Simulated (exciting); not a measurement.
# Ru (P6_3/mmc) in exciting: notebook

The runs below take Ru through band structure, density of states, with BLYP, RPBE.

Everything below comes from runs of exciting (release sodium). Logs are shortened: lines on timing, memory, paths and dates and some standing lists are left out, and cuts for length are marked.

**1. The crystal as given**

It takes space group P6_3/mmc (No. 194, hexagonal). Conventional cell: a = 2.706 Å, b = 2.706 Å, c = 4.282 Å, α = 90.00°, β = 90.00°, γ = 120.00°. Around Ru (site symmetry -6m2) lie 12 Ru at 2.65 to 2.71 Å.

**2. Band structure, BLYP, spin-orbit coupling, no magnetisation**

Input file input.xml:

```xml
<input>
  <title>Ru</title>
  <structure speciespath="./" tshift="false" cartesian="true">
    <crystal scale="1.88972612463">
      <basevect>2.705800000000 0.000000000000 0.000000000000</basevect>
      <basevect>-1.352900000000 2.343291537600 0.000000000000</basevect>
      <basevect>0.000000000000 0.000000000000 4.281900000000</basevect>
    </crystal>
    <species speciesfile="Ru.xml" rmt="2.3">
      <atom coord="2.556610474262 1.476059745258 6.068713719776"/>
      <atom coord="-0.000000000256 2.952119490959 2.022904573259"/>
    </species>
  </structure>
  <groundstate do="fromscratch" ngridk="11 11 6" rgkmax="8" gmaxvr="14" lmaxapw="10" lmaxmat="10" lmaxvr="8" stype="Fermi Dirac" swidth="0.00183747" nempty="54" ValenceRelativity="iora*" epsengy="1e-05" epspot="1e-05" maxscl="60" outputlevel="high">
    <libxc exchange="XC_GGA_X_B88" correlation="XC_GGA_C_LYP"/>
    <spin spinorb="true"/>
  </groundstate>
  <properties>
    <bandstructure>
      <plot1d>
        <path steps="80">
          <point coord="0 0 0" label="G"/>
          <point coord="0.5 0 0" label="M"/>
          <point coord="0.3333333333 0.3333333333 0" label="K"/>
          <point coord="0 0 0" label="G"/>
          <point coord="0 0 0.5" label="A"/>
          <point coord="0.5 0 0.5" label="L"/>
          <point coord="0.3333333333 0.3333333333 0.5" label="H"/>
          <point coord="0 0 0.5" label="A" breakafter="true"/>
          <point coord="0.5 0 0.5" label="L"/>
          <point coord="0.5 0 0" label="M" breakafter="true"/>
          <point coord="0.3333333333 0.3333333333 0" label="K"/>
          <point coord="0.3333333333 0.3333333333 0.5" label="H"/>
        </path>
      </plot1d>
    </bandstructure>
    <dos nwdos="300" winddos="-0.6 0.5" inttype="tetra" ngrdos="100" nsmdos="2"/>
  </properties>
</input>
```

Potentials or basis: all-electron LAPW+lo, shipped species files, valence relativity iora*.

The run is started by

```sh
OMP_NUM_THREADS=1 exciting_smp
```

INFO.OUT:

```text
================================================================================
EXCITING SODIUM started
All units are atomic (Hartree, Bohr, etc.)
================================================================================

********************************************************************************
* Ground-state run starting from atomic densities                              *
********************************************************************************

++++++++++++++++++++++++++++++++++++++++++++++++++++++++++++++++++++++++++++++++
+ Starting initialization                                                      +
++++++++++++++++++++++++++++++++++++++++++++++++++++++++++++++++++++++++++++++++

 Lattice vectors (cartesian) :
      5.1132209480      0.0000000000      0.0000000000
     -2.5566104740      4.4281792362      0.0000000000
      0.0000000000      0.0000000000      8.0916182931

 Reciprocal lattice vectors (cartesian) :
      1.2288116182      0.7094547185     -0.0000000000
      0.0000000000      1.4189094370      0.0000000000
      0.0000000000     -0.0000000000      0.7765054010

 Unit cell volume                           :     183.2125157633
 Brillouin zone volume                      :       1.3538933866

 Species :    1 (Ru)
     parameters loaded from                 :    Ru.xml
     name                                   :    ruthenium
     nuclear charge                         :     -44.00000000
     electronic charge                      :      44.00000000
     atomic mass                            :  184239.33920000
     muffin-tin radius                      :       2.30000000
     # of radial points in muffin-tin       :     400

     atomic positions (cartesian) :
[... 56 lines left out ...]
++++++++++++++++++++++++++++++++++++++++++++++++++++++++++++++++++++++++++++++++

********************************************************************************
* Groundstate module started                                                   *
********************************************************************************
 Output level for this task is set to high

++++++++++++++++++++++++++++++++++++++++++++++++++++++++++++++++++++++++++++++++
+ Self-consistent loop started                                                 +
++++++++++++++++++++++++++++++++++++++++++++++++++++++++++++++++++++++++++++++++
 Density and potential initialised from atomic data

++++++++++++++++++++++++++++++++++++++++++++++++++++++++++++++++++++++++++++++++
+ SCF iteration number :    1                                                  +
++++++++++++++++++++++++++++++++++++++++++++++++++++++++++++++++++++++++++++++++
 Total energy                               :     -9046.07060002
 _______________________________________________________________
 Fermi energy                               :         0.56586316
 Kinetic energy                             :      9443.94172581
 Coulomb energy                             :    -18221.73254722
 Exchange energy                            :      -263.79957116
 Correlation energy                         :        -4.48020745
 No external B-field energy in total energy
 Sum of eigenvalues                         :     -5385.44980251
 Effective potential energy                 :    -14829.39152832
 Coulomb potential energy                   :    -14480.52738033
 xc potential energy                        :      -348.86414739
 xc effective B-field energy                :        -0.00000061
[... 648 lines left out ...]
 RMS change in effective potential (target) :  0.154108E-06  ( 0.100000E-04)
 Absolute change in total energy   (target) :  0.235552E-05  ( 0.100000E-04)
 Charge distance                   (target) :  0.164463E-08  ( 0.100000E-04)

++++++++++++++++++++++++++++++++++++++++++++++++++++++++++++++++++++++++++++++++
| Convergency criteria checked for the last 2 iterations                       +
| Convergence targets achieved. Performing final SCF iteration                 +
++++++++++++++++++++++++++++++++++++++++++++++++++++++++++++++++++++++++++++++++
 Total energy                               :     -9064.73258949
 _______________________________________________________________
 Fermi energy                               :         0.50694261
 Kinetic energy                             :      9431.75004995
 Coulomb energy                             :    -18227.71895503
 Exchange energy                            :      -264.27922936
 Correlation energy                         :        -4.48445506
 No external B-field energy in total energy
 Sum of eigenvalues                         :     -5393.07447740
 Effective potential energy                 :    -14824.82452736
 Coulomb potential energy                   :    -14475.33138262
 xc potential energy                        :      -349.49314460
 xc effective B-field energy                :        -0.00000015
 External B-field energy                    :         0.00000000
 Hartree energy                             :      2776.88801956
 Electron-nuclear energy                    :    -20029.10742174
[... 17 lines left out ...]
 Moments :
     interstitial                 :     0.00000000     0.00000000    -0.00000000
     moment in muffin-tin spheres :
         atom     1    Ru         :     0.00000000     0.00000000     0.00000000
         atom     2    Ru         :     0.00000000     0.00000000     0.00000000
     total moment in muffin-tins  :     0.00000000     0.00000000     0.00000000
     total moment                 :     0.00000000     0.00000000    -0.00000000

++++++++++++++++++++++++++++++++++++++++++++++++++++++++++++++++++++++++++++++++
+ Self-consistent loop stopped                                                 +
++++++++++++++++++++++++++++++++++++++++++++++++++++++++++++++++++++++++++++++++
 STATE.OUT is written

********************************************************************************
* Groundstate module stopped                                                   *
********************************************************************************

================================================================================
| EXCITING SODIUM stopped                                                      =
================================================================================
```

stdout:

```text
Info(bandstr):
 band structure plot written to BAND.OUT

 Fermi energy is at zero in plot

 Vertex location lines written to BANDLINES.OUT

Info(dos):

   Total density of states written to TDOS.OUT

   Fermi energy is at zero in plot

   DOS units are states/Hartree/unit cell
```

WARNINGS.OUT:

```text
Warning(init0):
  GGA inconsistent with non-collinear magnetism
 Inversion symmetry is present. Consider using input%groundstate%solver%type = "inversionsymmetry"
```

Wall time 8.1 min (1 thread of Intel Xeon Platinum 8375C at 2.90GHz (Ice Lake), shared host); peak memory 0.16 GiB.

What came out:

| Quantity | Value |
| --- | --- |
| Band gap on the k mesh | none (metal or under the smearing width) |
| All electrons inside the program's atomic spheres | Ru 42.11 (radii Ru 2.3 bohr) |

Levels at the corners of the path, in eV from the Fermi level:
| point | band 29 | band 30 | band 31 | band 32 | band 33 | band 34 | band 35 | band 36 |
| --- | --- | --- | --- | --- | --- | --- | --- | --- |
| Γ | -1.74 | -1.74 | -1.40 | -1.40 | -1.26 | -1.26 | 1.14 | 1.14 |
| M | -1.45 | -1.45 | 1.46 | 1.46 | 1.83 | 1.83 | 2.02 | 2.02 |
| K | -1.00 | -1.00 | 0.99 | 0.99 | 1.13 | 1.13 | 1.50 | 1.50 |
| Γ | -1.74 | -1.74 | -1.40 | -1.40 | -1.26 | -1.26 | 1.14 | 1.14 |
| A | -2.53 | -2.53 | -2.53 | -2.53 | 0.55 | 0.55 | 0.55 | 0.55 |
| L | 0.60 | 0.60 | 0.60 | 0.60 | 1.73 | 1.73 | 1.73 | 1.73 |
| H | -1.24 | -1.24 | -1.03 | -1.03 | 1.26 | 1.26 | 1.31 | 1.31 |
| A | -2.53 | -2.53 | -2.53 | -2.53 | 0.55 | 0.55 | 0.55 | 0.55 |
| L | 0.60 | 0.60 | 0.60 | 0.60 | 1.73 | 1.73 | 1.73 | 1.73 |
| M | -1.45 | -1.45 | 1.46 | 1.46 | 1.83 | 1.83 | 2.02 | 2.02 |
| K | -1.00 | -1.00 | 0.99 | 0.99 | 1.13 | 1.13 | 1.50 | 1.50 |
| H | -1.24 | -1.24 | -1.03 | -1.03 | 1.26 | 1.26 | 1.31 | 1.31 |

States per cell in windows of 1 eV (zero at the Fermi level; states under -8 eV left out):
```tsv
from (eV)	total
-8.0	0.05
-7.0	0.32
-6.0	2.76
-5.0	2.44
-4.0	2.43
-3.0	3.17
-2.0	2.90
-1.0	1.81
0.0	1.90
1.0	3.11
2.0	0.54
3.0	0.50
4.0	0.46
5.0	0.41
6.0	0.42
7.0	0.44
```

Caveat: total energies with spin-orbit coupling aren't reliable in this program, so none is listed and the log's shouldn't be used.

**3. Density of states, RPBE, collinear spin, antiferromagnetic start**

Input file input.xml:

```xml
<input>
  <title>Ru</title>
  <structure speciespath="./" tshift="false" cartesian="true">
    <crystal scale="5.113220948">
      <basevect>0.000000000000 1.000000000002 0.000000000000</basevect>
      <basevect>-0.866025403801 -0.500000000001 0.000000000000</basevect>
      <basevect>0.000000000000 0.000000000000 1.582489467075</basevect>
    </crystal>
    <species speciesfile="Ru.xml" rmt="2.3">
      <atom coord="-1.476059745258 2.556610474262 6.068713719776" bfcmt="0 0 -8"/>
      <atom coord="-2.952119490959 -0.000000000256 2.022904573259" bfcmt="0 0 8"/>
    </species>
  </structure>
  <groundstate do="fromscratch" ngridk="11 11 6" rgkmax="8" gmaxvr="14" lmaxapw="10" lmaxmat="10" lmaxvr="8" stype="Methfessel-Paxton 1" swidth="0.00099958" nempty="28" ValenceRelativity="iora*" epsengy="0.001" epspot="1e-05" maxscl="90" outputlevel="normal">
    <libxc exchange="XC_GGA_X_RPBE" correlation="XC_GGA_C_PBE"/>
    <spin reducebf="0.5"/>
  </groundstate>
  <properties>
    <dos nwdos="400" winddos="-0.6 0.5" inttype="tetra" ngrdos="100" nsmdos="0" lmirep="true"/>
    <chargedensityplot>
      <plot3d>
        <box grid="14 14 22">
          <origin coord="0 0 0"/>
          <point coord="1 0 0"/>
          <point coord="0 1 0"/>
          <point coord="0 0 1"/>
        </box>
      </plot3d>
    </chargedensityplot>
    <elfplot>
      <plot3d>
        <box grid="14 14 22">
          <origin coord="0 0 0"/>
          <point coord="1 0 0"/>
          <point coord="0 1 0"/>
          <point coord="0 0 1"/>
        </box>
      </plot3d>
    </elfplot>
    <exccplot>
      <plot3d>
        <box grid="14 14 22">
          <origin coord="0 0 0"/>
          <point coord="1 0 0"/>
          <point coord="0 1 0"/>
          <point coord="0 0 1"/>
        </box>
      </plot3d>
    </exccplot>
  </properties>
</input>
```

Potentials or basis: all-electron LAPW+lo, shipped species files, valence relativity iora*.

The run is started by

```sh
OMP_NUM_THREADS=1 exciting_smp
```

INFO.OUT:

```text
================================================================================
EXCITING SODIUM started
[... 10 lines left out ...]

 Lattice vectors (cartesian) :
      0.0000000000      5.1132209480      0.0000000000
     -4.4281792362     -2.5566104740      0.0000000000
      0.0000000000      0.0000000000      8.0916182930

 Reciprocal lattice vectors (cartesian) :
     -0.7094547185      1.2288116182      0.0000000000
     -1.4189094370      0.0000000000      0.0000000000
      0.0000000000     -0.0000000000      0.7765054010
[... 560 lines left out ...]
| Convergency criteria checked for the last 2 iterations                       +
| Convergence targets achieved. Performing final SCF iteration                 +
++++++++++++++++++++++++++++++++++++++++++++++++++++++++++++++++++++++++++++++++
 Total energy                               :     -9064.24928597
 _______________________________________________________________
 Fermi energy                               :         0.48981357
 Kinetic energy                             :      9430.62995371
 Coulomb energy                             :    -18226.62450641
 Exchange energy                            :      -263.56239329
 Correlation energy                         :        -4.69233997
 No external B-field energy in total energy
[... 14 lines left out ...]
 Moments :
     interstitial                           :        -0.00000000
     moment in muffin-tin spheres :
                  atom     1    Ru          :         0.00022647
                  atom     2    Ru          :        -0.00022647
     total moment in muffin-tins            :         0.00000000
     total moment                           :        -0.00000000

++++++++++++++++++++++++++++++++++++++++++++++++++++++++++++++++++++++++++++++++
[... 7 lines left out ...]

--------------------------------------------------------------------------------
- CAUTION! Warnings have been written in file WARNING.OUT !                    -
--------------------------------------------------------------------------------
================================================================================
| EXCITING SODIUM stopped                                                      =
================================================================================
```

stdout:

```text
Info(rhoplot):
 3D spin-dependent density plot written to RHO3D.xml

Info(potplot):
 3D Coulomb potential plot written to VCL3D.xml
 3D exchange-correlation potential plot written to VXC3D.xml

Info(elfplot): 3D ELF plot written to ELF3D.xml

Info(dos):

   Total density of states written to TDOS.OUT

   Partial density of states written to PDOS_Sss_Aaaaa.OUT
   for all species and atoms

   Eigenvalues of a random matrix in the (l, m) basis symmetrised
   with the site symmetries written to ELMIREP.OUT for all
   species and atoms. Degenerate eigenvalues correspond to
   irreducible representations of each site symmetry group

   Interstitial density of states written to IDOS.OUT

   Fermi energy is at zero in plot

   DOS units are states/Hartree/unit cell
```

WARNINGS.OUT:

```text
Inversion symmetry is present. Consider using input%groundstate%solver%type = "inversionsymmetry"
```

Run time: 5.7 min. Hardware: 1 thread of Intel Xeon Platinum 8375C at 2.90GHz (Ice Lake), shared host; peak memory 0.16 GiB.

These settings aren't checked as converged (typed here: epsengy = 0.001): the numbers below hold their error.

Results:

* Band gap on the k mesh: none (metal or under the smearing width)
* Net moment: 0.00 μB per cell
* All electrons inside the program's atomic spheres: Ru 42.06 (radii Ru 2.3 bohr)
